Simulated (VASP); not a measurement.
# Fe in VASP: single point with PBE

Aim: the single point of Fe with PBE.

Program: VASP 6.6.1. These are calculated values, not measurements. Logs are shortened: lines on timing, memory, paths and dates and some standing lists are left out, and cuts for length are marked.

### 1 The slab as given

The cell holds a slab with vacuum, 10 atoms: a = 2.829 Å, b = 2.829 Å, c = 27.732 Å, α = 90.00°, β = 90.00°, γ = 90.00°.

The slab is cut from a database's or a generator's crystal, which needn't be the stable form of the element.

### 2 Single point, PBE, collinear spin, ferromagnetic start

INCAR reads:

```
SYSTEM = Fe
ALGO = Normal ; AMIX = 0.2
AMIX_MAG = 0.8 ; BMIX = 1E-4
BMIX_MAG = 1E-4 ; DIPOL = 0.5 0.5 0.500
EDIFF = 1E-7 ; ENCUT = 520
GGA = PE ; ICORELEVEL = 1
IDIPOL = 3 ; ISIF = 2
ISMEAR = 1 ; ISPIN = 2
LASPH = .TRUE. ; LCHARG = .FALSE.
LDIPOL = .TRUE. ; LMAXMIX = 4
LORBIT = 11 ; LREAL = .FALSE.
LUSENCCL = .FALSE. ; LVACPOTAV = .TRUE.
LVHAR = .TRUE. ; LWAVE = .FALSE.
MAGMOM = 2.4 2.4 2.4 2.4 2.4 2.4 2.4 2.4 2.4 2.4 ; NELM = 150
PREC = Accurate ; SIGMA = 0.1
```

KPOINTS reads:

```
k-points
0
G
  14 14 1
  0 0 0
```

POSCAR reads:

```
Fe
1.0
    2.8292640000      0.0000000000      0.0000000000
    0.0000000000      2.8292640000      0.0000000000
    0.0000000000      0.0000000000     27.7316880000
Fe
10
Direct
    0.5000000000      0.5000000000      0.2704487400
    0.0000000000      0.0000000000      0.3214601300
    0.5000000000      0.5000000000      0.3724715200
    0.0000000000      0.0000000000      0.4234829100
    0.5000000000      0.5000000000      0.4744943000
    0.0000000000      0.0000000000      0.5255057000
    0.5000000000      0.5000000000      0.5765170900
    0.0000000000      0.0000000000      0.6275284800
    0.5000000000      0.5000000000      0.6785398700
    0.0000000000      0.0000000000      0.7295512600
```

Potentials or basis: VASP PAW PBE potentials, release 64 (Fe).

Command:

```console
$ cat potpaw_PBE.64/Fe/POTCAR > POTCAR
$ mpirun -np 1 vasp_std > vasp.out
```

OUTCAR:

```text
SYSTEM = Fe
   AMIX = 0.2
   AMIX_MAG = 0.8
   EDIFF = 1E-7
   ENCUT = 520
   GGA = PE
   ISIF = 2
   ISMEAR = 1
   ISPIN = 2
   LASPH = .TRUE.
   LORBIT = 11
   LREAL = .FALSE.
   NELM = 150
   PREC = Accurate

 ion  position               nearest neighbor table
   1  0.500  0.500  0.270-   2 2.45   2 2.45   2 2.45   2 2.45   3 2.83
   2  0.000  0.000  0.321-   1 2.45   3 2.45   1 2.45   3 2.45   1 2.45   3 2.45   1 2.45   3 2.45
                             4 2.83
   3  0.500  0.500  0.372-   2 2.45   4 2.45   2 2.45   4 2.45   2 2.45   4 2.45   2 2.45   4 2.45
                             1 2.83   5 2.83
   4  0.000  0.000  0.423-   3 2.45   3 2.45   3 2.45   3 2.45   5 2.45   5 2.45   5 2.45   5 2.45
                             2 2.83   6 2.83
   5  0.500  0.500  0.474-   4 2.45   4 2.45   4 2.45   4 2.45   6 2.45   6 2.45   6 2.45   6 2.45
                             3 2.83   7 2.83
   6  0.000  0.000  0.526-   7 2.45   7 2.45   7 2.45   7 2.45   5 2.45   5 2.45   5 2.45   5 2.45
                             8 2.83   4 2.83
   7  0.500  0.500  0.577-   8 2.45   8 2.45   8 2.45   8 2.45   6 2.45   6 2.45   6 2.45   6 2.45
                             9 2.83   5 2.83
   8  0.000  0.000  0.628-   7 2.45   9 2.45   7 2.45   9 2.45   7 2.45   9 2.45   7 2.45   9 2.45
                            10 2.83   6 2.83
   9  0.500  0.500  0.679-   8 2.45  10 2.45   8 2.45  10 2.45   8 2.45  10 2.45   8 2.45  10 2.45
                             7 2.83
  10  0.000  0.000  0.730-   9 2.45   9 2.45   9 2.45   9 2.45   8 2.83

  LATTYP: Found a simple tetragonal cell.
 ALAT       =     2.8292640000
 C/A-ratio  =     9.8017321819

  Lattice vectors:

 A1 = (   2.8292640000,   0.0000000000,   0.0000000000)
 A2 = (   0.0000000000,   2.8292640000,   0.0000000000)
 A3 = (   0.0000000000,   0.0000000000,  27.7316880000)

Analysis of symmetry for initial positions (statically):
=====================================================================
 Subroutine PRICEL returns:
 Original cell was already a primitive cell.

 Routine SETGRP: Setting up the symmetry group for a
 simple tetragonal supercell.

 Subroutine GETGRP returns: Found 16 space group operations
 (whereof  8 operations were pure point group operations)
 out of a pool of 16 trial point group operations.

The static configuration has the point symmetry C_4v.
 The point group associated with its full space group is D_4h.

Analysis of symmetry for dynamics (positions and initial velocities):
=====================================================================
 Subroutine PRICEL returns:
 Original cell was already a primitive cell.

 Routine SETGRP: Setting up the symmetry group for a
 simple tetragonal supercell.

 Subroutine GETGRP returns: Found 16 space group operations
 (whereof  8 operations were pure point group operations)
 out of a pool of 16 trial point group operations.

The dynamic configuration has the point symmetry C_4v.
 The point group associated with its full space group is D_4h.

Analysis of structural, dynamic, and magnetic symmetry:
=====================================================================
 Subroutine PRICEL returns:
 Original cell was already a primitive cell.

 Routine SETGRP: Setting up the symmetry group for a
 simple tetragonal supercell.

 Subroutine GETGRP returns: Found 16 space group operations
 (whereof  8 operations were pure point group operations)
 out of a pool of 16 trial point group operations.

The overall configuration has the point symmetry C_4v.
 The point group associated with its full space group is D_4h.

 Subroutine INISYM returns: Found 16 space group operations
 (whereof  8 operations are pure point group operations),
 and found     1 'primitive' translations

----------------------------------------------------------------------------------------

                                     Primitive cell

  volume of cell :     221.9848

  direct lattice vectors                    reciprocal lattice vectors
     2.829264000  0.000000000  0.000000000     0.353448812  0.000000000  0.000000000
     0.000000000  2.829264000  0.000000000     0.000000000  0.353448812  0.000000000
     0.000000000  0.000000000 27.731688000     0.000000000  0.000000000  0.036059832
[... 107 lines left out ...]
   ISYM   =      2    0-nonsym 1-usesym 2-fastsym
   POTIM  = 0.5000    time-step for ionic-motion
   TEBEG  =    0.0;   TEEND  =   0.0 temperature during run
   PSTRESS=    0.0 pullay stress
   NELECT =      80.0000    total number of electrons
   NUPDOWN=      -1.0000    fix difference up-down
   EMIN   =  10.00;   EMAX   =-10.00  energy-range for DOS
   EFERMI =   0.00;   METHOD = LEGACY
   ISMEAR =     1;   SIGMA  =   0.10  broadening in eV -4-tet -1-fermi 0-gaus
   EFERMI_NEDOS =   21; number of points for ismear=-14 and -15
   IALGO  =     38    algorithm
   IMIX   =      4    mixing-type and parameters
     AMIX     =   0.20;   BMIX     =  0.00
     AMIX_MAG =   0.80;   BMIX_MAG =  0.00
  volume/ion in A,a.u.               =      22.20       149.80
  Fermi-wavevector in a.u.,A,eV,Ry     =   1.165012  2.201554 18.466548  1.357253
  Thomas-Fermi vector in A             =   2.301543
   LORBIT       =     11    0 simple, 1 ext, 2 COOP (PROOUT), +10 PAW based schemes
   GGA     = PE    functional components
   LHFCALC =     F    Hartree Fock is set to
   AEXX    =    0.0000 exact exchange contribution
   IVDW    =     0    specifies the selected vdW correction
   LEPSILON=     F    determine dielectric tensor
   LRPA    =     F    only Hartree local field effects (RPA)
 spin polarized calculation
 Methfessel and Paxton  Order N= 1 SIGMA  =   0.10
  energy-cutoff  :      520.00
  volume of cell :      221.98
 maximum number of plane-waves:      6048
 NGX is ok and might be reduce to    24
   NGX = 11   NGY = 11   NGZ =103

 dipolmoment           0.000000      0.000000      0.000000 electrons x Angstroem

 number of electron      80.0000041 magnetization      24.2012422

 dipolmoment           0.000000      0.000000     -0.000000 electrons x Angstroem

 Free energy of the ion-electron system (eV)
  ---------------------------------------------------
  ext. energy  EPLUGINS =         0.00000000
  ---------------------------------------------------
  free energy    TOTEN  =       -79.88436202 eV

  energy without entropy =      -79.87960453  energy(sigma->0) =      -79.88277619

 the core state eigenenergies are
   1-  1s  -6990.8584  2s   -811.8559  2p   -690.6095  3s    -85.8540  3p    -51.9323

   2-  1s  -6990.4728  2s   -811.6047  2p   -690.3482  3s    -85.4380  3p    -51.5147

   3-  1s  -6990.5859  2s   -811.7295  2p   -690.4723  3s    -85.5223  3p    -51.5929
[... 11 lines left out ...]
   9-  1s  -6990.4728  2s   -811.6047  2p   -690.3482  3s    -85.4380  3p    -51.5147

  10-  1s  -6990.8584  2s   -811.8559  2p   -690.6095  3s    -85.8540  3p    -51.9323

 E-fermi :   1.2313     XC(G=0):  -7.5010

 val. band max:        1.2297381342   @ k =   0.4286   0.0714   0.0000
 cond. band min:       1.2369167560   @ k =   0.1429   0.0714   0.0000
 fundamental gap:      0.0071786217
 Fermi energy:         1.2312699082

 spin component 1

 k-point     1 :       0.0000    0.0000    0.0000
  band No.  band energies     occupation
      1      -7.0660      1.00000
      2      -6.6152      1.00000
      3      -5.8380      1.00000
      4      -4.8564      1.00000
      5      -3.9019      1.00000
      6      -3.5875      1.00000
[... 1309 lines left out ...]
     51       0.8826      1.00000
     52       1.1758      0.89857

 [... further k-points ...]

 spin component 2

 k-point     1 :       0.0000    0.0000    0.0000
  band No.  band energies     occupation
      1      -6.8836      1.00000
      2      -6.3990      1.00000
      3      -5.5887      1.00000
      4      -4.5360      1.00000
      5      -3.3871      1.00000
      6      -2.3515      1.00000
[... 1309 lines left out ...]
     51       3.2549      0.00000
     52       3.4329      0.00000

 [... further k-points ...]

 [bands above 52 left out]

------------------------ aborting loop because EDIFF is reached ----------------------------------------

  FORCE on cell =-STRESS in cart. coord.  units (eV):
  Direction    XX          YY          ZZ          XY          YZ          ZX
  --------------------------------------------------------------------------------------
  -------------------------------------------------------------------------------------
  Total       -1.2472748     -1.2472748      0.9406743      0.0000000      0.0000000      0.0000000
  in kB       -9.0022173     -9.0022173      6.7893253      0.0000000      0.0000000      0.0000000
  external PRESSURE =      -3.7383697 kB  Pullay stress =       0.0000000 kB

 VOLUME and BASIS-vectors are now :
 -----------------------------------------------------------------------------
  energy-cutoff  :      520.00
  volume of cell :      221.98
      direct lattice vectors                 reciprocal lattice vectors
     2.829264000  0.000000000  0.000000000     0.353448812  0.000000000  0.000000000
     0.000000000  2.829264000  0.000000000     0.000000000  0.353448812  0.000000000
     0.000000000  0.000000000 27.731688000     0.000000000  0.000000000  0.036059832

 POSITION                                       TOTAL-FORCE (eV/Angst)
 -----------------------------------------------------------------------------------
      1.41463      1.41463      7.50000        -0.000000     -0.000000      0.066770
      0.00000      0.00000      8.91463         0.000000      0.000000     -0.355915
      1.41463      1.41463     10.32926        -0.000000      0.000000      0.174840
      0.00000      0.00000     11.74390         0.000000     -0.000000      0.137577
      1.41463      1.41463     13.15853         0.000000     -0.000000     -0.063896
      0.00000      0.00000     14.57316         0.000000      0.000000      0.063896
      1.41463      1.41463     15.98779         0.000000      0.000000     -0.137577
      0.00000      0.00000     17.40242        -0.000000     -0.000000     -0.174840
      1.41463      1.41463     18.81706         0.000000     -0.000000      0.355915
      0.00000      0.00000     20.23169         0.000000     -0.000000     -0.066770
 -----------------------------------------------------------------------------------
    total drift:                                0.000000     -0.000000     -0.000000

  FREE ENERGIE OF THE ION-ELECTRON SYSTEM (eV)
  ---------------------------------------------------
  free  energy   TOTEN  =       -79.8843620244 eV

  energy  without entropy=      -79.8796045348  energy(sigma->0) =      -79.88277619

 vacuum level on the upper side and lower side of the slab         5.128         5.128

 total charge

# of ion       s       p       d       tot
------------------------------------------
    1        0.455   0.336   6.139   6.930
    2        0.485   0.528   6.268   7.281
    3        0.490   0.542   6.240   7.272
    4        0.488   0.544   6.246   7.278
    5        0.489   0.545   6.240   7.274
    6        0.489   0.545   6.240   7.274
    7        0.488   0.544   6.246   7.278
    8        0.490   0.542   6.240   7.272
    9        0.485   0.528   6.268   7.281
   10        0.455   0.336   6.139   6.930
--------------------------------------------------
tot          4.812   4.989  62.267  72.068

 magnetization (x)

# of ion       s       p       d       tot
------------------------------------------
    1        0.009   0.002   2.943   2.954
    2       -0.018  -0.051   2.376   2.307
    3       -0.011  -0.053   2.386   2.323
    4       -0.014  -0.057   2.251   2.180
    5       -0.013  -0.057   2.253   2.183
    6       -0.013  -0.057   2.253   2.183
    7       -0.014  -0.057   2.251   2.180
    8       -0.011  -0.053   2.386   2.323
    9       -0.018  -0.051   2.376   2.307
   10        0.009   0.002   2.943   2.954
--------------------------------------------------
tot         -0.092  -0.432  24.417  23.893
```

Run time: 67 min. Hardware: 1 × NVIDIA H100 80GB with 1 thread of AMD EPYC 7R13 (Zen 3), shared host; peak memory 1.8 GiB.

Results:

```
Free energy                                           : -79.8844 eV
Largest force                                         : 0.356 eV/Å
Net moment                                            : 24.20 μB per cell
Site moments                                          : Fe +2.95, +2.31, +2.32, +2.18 μB
Valence electrons inside the program's atomic spheres : Fe 6.93, 7.28, 7.27
Work function of the upper face                       : 3.90 eV
Work function of the lower face                       : 3.90 eV
```

Forces in eV/Å, atoms in the order of the input:
```
Fe   0.000  0.000  0.067
Fe   0.000  0.000 -0.356
Fe   0.000  0.000  0.175
Fe   0.000  0.000  0.138
Fe   0.000  0.000 -0.064
Fe   0.000  0.000  0.064
Fe   0.000  0.000 -0.138
Fe   0.000  0.000 -0.175
Fe   0.000  0.000  0.356
Fe   0.000  0.000 -0.067
```

Core levels (eV, on the scale of the bands):
```
atom                                                levels
1 Fe  1s -6990.9, 2s -811.9, 2p -690.6, 3s -85.9, 3p -51.9
2 Fe  1s -6990.5, 2s -811.6, 2p -690.3, 3s -85.4, 3p -51.5
3 Fe  1s -6990.6, 2s -811.7, 2p -690.5, 3s -85.5, 3p -51.6
4 Fe  1s -6990.6, 2s -811.7, 2p -690.5, 3s -85.5, 3p -51.6
5 Fe  1s -6990.6, 2s -811.8, 2p -690.5, 3s -85.5, 3p -51.6
6 Fe  1s -6990.6, 2s -811.8, 2p -690.5, 3s -85.5, 3p -51.6
```

Caveat: the bands computed are all filled at some k points, so no gap is given.
